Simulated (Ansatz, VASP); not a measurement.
Y: VASP beside Ansatz

Contents of INCAR:

```
SYSTEM = Y
PREC = Accurate
ENCUT = 520
EDIFF = 1E-6
ISMEAR = 0
SIGMA = 0.1
LREAL = .FALSE.
LASPH = .TRUE.
NELM = 100
ALGO = Fast
ISIF = 2
LWAVE = .FALSE.
LCHARG = .FALSE.
GGA = CA
NBANDS = 12
```

Contents of KPOINTS:

```
regular mesh
0
G
  6 6 6
  0 0 0
```

Contents of POSCAR:

```
Y
1.0
    0.0000000000      2.4850000000      2.4850000000
    2.4850000000      0.0000000000      2.4850000000
    2.4850000000      2.4850000000      0.0000000000
Y
1
Direct
    0.0000000000      0.0000000000      0.0000000000
```

Input for Ansatz:

```yaml
crystal:
  lattice:
    - [0.0, 2.485, 2.485]
    - [2.485, 0.0, 2.485]
    - [2.485, 2.485, 0.0]
  atoms:
    - { symbol: "Y", position: [0.0, 0.0, 0.0] }
basis:
  ecutwfc: 420
kpoints:
  mp_grid: { grid: [6, 6, 6] }
hamiltonian:
  xc: lda
scf:
  occupations: { method: gaussian, width: 0.1 }
output:
  forces: true
  stress: true
  eigenvalues: true
```

This isn't the form of Y at room conditions, which is hcp.

Alike in both runs: task single point; functional LDA; k mesh 6 × 6 × 6; occupations gaussian, width 0.1 eV; no spin polarisation.

|  | VASP | Ansatz |
| --- | --- | --- |
| version | VASP 6.6.1 | Ansatz 0.2.0 |
| potentials or method | VASP PAW LDA potentials, release 64 (Y_sv) | scalar-relativistic, plane waves, PAW |
| plane-wave cutoff (eV) | 520 | 420 |
| valence electrons in the cell | 11 | 11 |

```csv
,VASP,Ansatz,Ansatz less VASP
gap on the k mesh at the Fermi level (eV),none,none,-
pressure (GPa),-2.0,-1.9,+0.17
```

A gap of «none» marks a metal or a gap that the smearing closes.

Caveats: the k mesh is coarse (spacing up to 0.36 Å⁻¹), so the values aren't converged.
